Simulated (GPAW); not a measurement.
A run of GPAW 26.7.0 is set up as follows.

Contents of run.py:

```python
from ase.filters import FrechetCellFilter
from ase.io import read, write
from ase.optimize import BFGS
from gpaw import GPAW, PW, setup_paths

setup_paths.insert(0, '.')

atoms = read('POSCAR')

calc = GPAW(mode=PW(600),
            xc='AM05',
            kpts={'size': (7, 7, 7), 'gamma': True},
            occupations={'name': 'fermi-dirac', 'width': 0.05},
            nbands=19,
            convergence={'density': 1e-05, 'energy': 1e-05},
            maxiter=150,
            txt='gpaw.txt')
atoms.calc = calc
opt = BFGS(FrechetCellFilter(atoms), trajectory='relax.traj', logfile='-')
done = opt.run(fmax=0.02, steps=60)
calc.write('gs.gpw')
write('result.traj', atoms)
print('Converged:', done)
print('Cell:', atoms.cell.cellpar().round(4))
print('Volume:', round(atoms.get_volume(), 4))
print(atoms.get_scaled_positions().round(5))
```

File POSCAR:

```
TiSe
1.0
    3.2035900000      0.0000000000      0.0000000000
    0.0000000000      3.2035900000      0.0000000000
    0.0000000000      0.0000000000      3.2035900000
Ti Se
1 1
Direct
    0.0000000000      0.0000000000      0.0000000000
    0.5000000000      0.5000000000      0.5000000000
```

Potentials or basis: PAW data sets generated in the run's folder for this functional, pw.

The run is started by

```bash
$ gpaw-setup -f AM05 Se Ti
$ OMP_NUM_THREADS=1 python run.py
```

(1) What does it give for the relaxed cell?

(2) Estimate the band gap on the k mesh.

Answers

(1) a = 3.151 Å, b = 3.151 Å, c = 3.151 Å, α = 90.00°, β = 90.00°, γ = 90.00°.

(2) none (metal or under the smearing width).

Caveat: later steps reuse the first step's grids.
